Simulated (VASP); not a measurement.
Wanted: the native input for a VASP 6.6.1 run.

* Task: relaxation of cell and atoms
* Functional: PBEsol
* Potentials or basis: VASP PAW PBE potentials, release 64 (Sn_d, Se)
* Cutoff: 600 eV
* k mesh: 8 × 8 × 8
* Occupations: gaussian, width 0.02 eV
* Spin: no spin polarisation
* Dipole correction: no
* Further INCAR settings: ALGO = Normal; EDIFF = 1e-06; IBRION = 2; EDIFFG = -0.005; NSW = 100; ISIF = 3

The structure of SnSe lies in POSCAR:

```
SnSe
1.0
    0.0000000000      3.0104337128      3.0104337128
    3.0104337128      0.0000000000      3.0104337128
    3.0104337128      3.0104337128      0.0000000000
Sn Se
1 1
Direct
    0.0000000000      0.0000000000      0.0000000000
    0.5000000000      0.5000000000      0.5000000000
```

Measurements of this composition are mostly on another form, of space group No. 62.

One way to write it, as run:

INCAR

```
SYSTEM = SnSe
ALGO = Normal ; EDIFF = 1E-6
EDIFFG = -0.005 ; ENCUT = 600
GGA = PS ; IBRION = 2
ISIF = 3 ; ISMEAR = 0
LASPH = .True. ; LCHARG = .False.
LREAL = .False. ; LWAVE = .False.
NELM = 100 ; NSW = 100
PREC = Accurate ; SIGMA = 0.02
```

KPOINTS

```
k-points
0
Gamma
  8 8 8
  0 0 0
```

Potentials or basis: VASP PAW PBE potentials, release 64 (Sn_d, Se).

Run with:

```sh
$ cat potpaw_PBE.64/Sn_d/POTCAR potpaw_PBE.64/Se/POTCAR > POTCAR
$ mpirun -np 1 vasp_std > vasp.out
```

It gave:

The relaxed volume is 26.30 Å³/atom. The relaxed cell is a = 4.206 Å, b = 4.206 Å, c = 4.206 Å, α = 60.00°, β = 60.00°, γ = 60.00°. The space group after relaxing (to 0.05 Å) is Fm-3m (No. 225), the energy gained by relaxing is 6.1 meV/atom and the ionic steps are 3. The pressure after relaxing is 0.0 GPa and the band gap on the k mesh is 0.75 eV, indirect (least direct gap 0.81 eV).

Caveat: the PAW data sets were made with another functional, which shifts forces and pressure a little; spin-orbit coupling is left out, which moves the levels of the heavy elements.

Wall time 30 s on 1 thread of Intel(R) Xeon(R) 6975P-C (Granite Rapids) (shared host), peak memory 0.23 GiB.
